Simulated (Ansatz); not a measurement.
## Pd in Ansatz: the effect of functional

Pd:

```xyz
2
Lattice="2.8203 0.0000 0.0000 -1.4101 2.4424 0.0000 0.0000 0.0000 4.6898" Properties=species:S:1:pos:R:3 pbc="T T T"
Pd    0.0000    1.6283    1.1725
Pd    1.4101    0.8141    3.5174
```

This isn't the form of Pd at room conditions, which is fcc.

The cell isn't the ideal one: volume scaled by 1.04.

Alike in all runs:

| Quantity | Value |
| --- | --- |
| Program | Ansatz 0.2.0 |
| Task | single point |
| Potentials or basis | Ansatz PAW |
| k mesh | 11 × 11 × 6 |
| Occupations | fermi-dirac, width 0.05 eV |
| Spin | no spin polarisation |

| functional | cutoff | pressure (GPa) |
| --- | --- | --- |
| LDA | 420 eV (not typed: the program's choice for these potentials) | ? |
| PBEsol | 420 eV (not typed: the program's choice for these potentials) | -15.3 |
| r2SCAN | 500 eV (not typed: the program's choice for these potentials) | -10.8 |

Task: What does the run with functional LDA give?

Result: Pressure -20.3 GPa.

Caveats: the PAW data sets come from PBE, with cores solved anew for the run's functional, which leaves a small shift of forces and pressure.
